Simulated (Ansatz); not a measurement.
Space group I-43d (No. 220). a = 5.987 Å, b = 5.987 Å, c = 5.987 Å, α = 90.00°, β = 90.00°, γ = 90.00°
| atom | site | symmetry | x | y | z |
| --- | --- | --- | --- | --- | --- |
| Ga | 12a | -4.. | 0.3750 | 0.0000 | 0.2500 |

Equation of state of this Ga structure (not necessarily the ground state), with shape and atoms relaxed at each volume where symmetry leaves them free. It has no gap at any of these volumes. Level of theory: DFT r2SCAN, scalar-relativistic, plane waves, PAW (Ansatz).

Plane waves to 500 eV, a k mesh through Γ of 8×8×8 on the computed 6-atom cell and Gaussian smearing (0.10 eV); no spin polarisation.

```tsv
V (Å³/atom)	E − E(largest V) (meV/atom)	P (GPa)
16.814	3.07	4.30
17.350	-7.27	1.95
17.887	-10.45	0.00
18.423	-7.69	-1.62
18.960	0.00	-2.97
```

**Question.** Fit a third-order Birch–Murnaghan equation to E(V).

**Answer.** V0 = 17.89 Å³/atom, B0 = 59 GPa, B0' = 5.2.

This form isn't the element's structure at ambient conditions.

Cost: 5 runs of about 4.1 core-minutes in all, on Arm Neoverse V1 (shared hosts).